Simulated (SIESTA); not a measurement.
## TiB2 in SIESTA: the effect of basis

TiB2:

```
Ti B
1.0
     3.02920    0.00000    0.00000
    -1.51460    2.62336    0.00000
     0.00000    0.00000    3.22840
Ti B
1 2
Direct
  0.00000 0.00000 0.00000
  0.66667 0.33333 0.50000
  0.33333 0.66667 0.50000
```

Alike in all runs:

```yaml
Program: SIESTA 5.4.2
Task: single point
Functional: PBE
Potentials_or_basis: PseudoDojo 0.4 standard (PBE files)
Grid_cutoff: 800 Ry
Energy_shift: 0.003 Ry
k_mesh: 7 × 7 × 6
Occupations: fermi-dirac, width 0.05 eV
Spin: no spin polarisation
```

```tsv
basis	pressure (GPa)
SZ	11.1
SZP	?
DZ	2.5
DZP	2.7
TZP	0.7
TZDP	0.8
```

Q: What does the run with basis SZP give?

A: Pressure 5.4 GPa.

Caveats: the basis of atomic orbitals isn't converged, which shifts pressures, moduli and gaps; the basis has no polarisation orbitals (some runs).
